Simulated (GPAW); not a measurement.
Runs of GPAW 26.7.0 on KMgF3. Symmetry: Pm-3m, No. 221, cubic system. Conventional cell: a = 3.986 Å, b = 3.986 Å, c = 3.986 Å, α = 90.00°, β = 90.00°, γ = 90.00°. K (site symmetry m-3m) is surrounded by 12 F at 2.82 Å. Around Mg (site symmetry m-3m) lie 6 F at 1.99 Å. F (site symmetry 4/mmm) is surrounded by 2 Mg at 1.99 Å. 

```tsv
task	level	potentials or basis	smearing	response ecut	maxiter	response k mesh	response bands	kernels	gap on the mesh (eV)
dielectric tensor	PBEsol	PAW data sets generated in the run's folder for this functional, pw	fermi-dirac 0.001 eV	80 eV	150	11 × 11 × 11	60	["RPA"]	7.13
single point	PBE	GPAW PAW data sets (gpaw-data 1.2.1), pw	fermi-dirac 0.05 eV	-	120	-	-	-	7.32
dielectric tensor	LDA	the program's PAW data sets (release 1.2.1) made for this functional, pw	fermi-dirac 0.001 eV	80 eV	150	11 × 11 × 11	60	["RPA"]	(a)
dielectric tensor	AM05	PAW data sets generated in the run's folder for this functional, pw	fermi-dirac 0.001 eV	80 eV	150	11 × 11 × 11	60	["RPA"]	7.32
```

Alike in all rows: no spin polarisation; cell as given; k mesh 6 × 6 × 6; cutoff (eV) 650.

Q: Fill in the values left out.

A: (a) 6.96.

Caveats: the long-wavelength limit can be off by a per cent or two (some runs); an odd mesh through Γ misses points on the zone boundary, where band edges often lie (some runs).
